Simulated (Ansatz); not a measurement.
**NaI (Fm-3m): G0W0 and the treatment of frequencies and band sums**

```yaml
crystal:
  lattice:
    - [0.00000, 2.78210, 2.78210]
    - [2.78210, 0.00000, 2.78210]
    - [2.78210, 2.78210, 0.00000]
  atoms:
    - { symbol: Na, position: [0.00000, 0.00000, 0.00000] }
    - { symbol: I, position: [0.50000, 0.50000, 0.50000] }
```

Held fixed (Ansatz):

```
orbitals            : PBE
datasets            : soft PAW set, first generation
k mesh              : 4×4×4
response cutoff     : 200 eV
wave cutoff         : 420 eV
spin-orbit coupling : off
```

The gap is read from Γ to k = (0, -0.5, -0.5), linearised, between the Kohn-Sham band edges among the points solved. The direct gap is read between the top filled and lowest empty Kohn-Sham band at Γ. ε∞ is the electronic dielectric constant on this mesh. Runs with cut sums weigh the q → 0 term analytically. The completed-sum build treats it its own way, which on a coarse mesh shifts the gap as well.

```json
{"treatment": "contour deformation, sums cut at 277 empty bands", "KS gap (eV)": "4.19", "G0W0 gap (eV)": "5.84", "direct at Γ (eV)": "7.36", "ε∞": "4.5"}
{"treatment": "plasmon pole fitted at 16i eV, sums cut at 277 empty bands", "KS gap (eV)": "4.19", "G0W0 gap (eV)": "5.79", "direct at Γ (eV)": "7.37", "ε∞": "4.5"}
{"treatment": "contour deformation, 113 empty bands and completed sums (trial build, its own q → 0 term)", "KS gap (eV)": "4.19", "G0W0 gap (eV)": "?", "direct at Γ (eV)": "?", "ε∞": "?"}
```

(1) Fill in the row for contour deformation, 113 empty bands and completed sums (trial build, its own q → 0 term).

Answers

(1) G0W0 gap 6.07 eV, direct at Γ 7.49 eV, ε∞ 4.5.

Soft PAW datasets can miss an all-electron G0W0 gap by more than 5 %. The cell is a model at fixed atoms and needn't be the relaxed known crystal. Points k are given in fractions of the reciprocal vectors. The mesh is coarse, so these are values at the stated settings, not converged ones. Band sums or response are cut, so the gap isn't at its basis limit. The gap is read on the mesh, and the crystal's band edges can lie off it. Meshes this coarse can overestimate the dielectric constant by a tenth and more.
